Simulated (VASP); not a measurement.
Sb:

```xyz
2
Lattice="2.1542 1.2437 3.7580 -2.1542 1.2437 3.7580 0.0000 -2.4875 3.7580" Properties=species:S:1:pos:R:3 pbc="T T T"
Sb    0.0000    0.0000    2.6324
Sb    0.0000    0.0000    8.6416
```

| Quantity | Value |
| --- | --- |
| Program | VASP 6.6.1 |
| Task | relaxation of cell and atoms |
| Functional | r2SCAN |
| Potentials or basis | VASP PAW PBE potentials, release 64 (Sb) |
| Cutoff | 600 eV |
| k mesh | 10 × 10 × 10 |
| Occupations | methfessel-paxton, width 0.1 eV |
| Spin | no spin polarisation |

At the start: pressure 1.8 GPa; volume 30.21 Å³/atom.

Where does the relaxation end?

Over 11 steps the energy falls by 6.1 meV/atom and the volume is 31.48 Å³/atom (+4.2 %); space group R-3m (No. 166, to 0.05 Å).

Step by step:
| step | energy change (eV) | largest force (eV/Å) | pressure (GPa) | volume (Å³) |
| --- | --- | --- | --- | --- |
| 1 | 0.0000 | 0.0697 | 1.82 | 60.41 |
| 2 | -0.0047 | 0.2186 | -1.11 | 63.47 |
| 3 | -0.0098 | 0.1020 | 0.05 | 62.16 |
| 4 | -0.0107 | 0.0718 | 0.04 | 62.31 |
| 5 | -0.0117 | 0.0035 | 0.03 | 62.63 |
| 6 | -0.0117 | 0.0193 | 0.03 | 62.74 |
| 7 | -0.0121 | 0.0037 | -0.04 | 62.91 |
| 8 | -0.0122 | 0.0081 | -0.09 | 63.03 |
| 9 | -0.0122 | 0.0109 | -0.10 | 63.06 |
| 10 | -0.0121 | 0.0169 | 0.16 | 62.84 |
| 11 | -0.0123 | 0.0001 | 0.01 | 62.97 |

Final structure:
```cif
data_structure
_symmetry_space_group_name_H-M 'P 1'
_symmetry_Int_Tables_number 1
_cell_length_a 4.5970
_cell_length_b 4.5970
_cell_length_c 4.5970
_cell_angle_alpha 56.398
_cell_angle_beta 56.398
_cell_angle_gamma 56.398
_cell_volume 62.97
loop_
_atom_site_label
_atom_site_type_symbol
_atom_site_fract_x
_atom_site_fract_y
_atom_site_fract_z
_atom_site_occupancy
Sb1 Sb 0.23198 0.23198 0.23198 1
Sb2 Sb 0.76802 0.76802 0.76802 1
```

Caveat: the PAW data sets were made with another functional, which shifts forces and pressure a little.
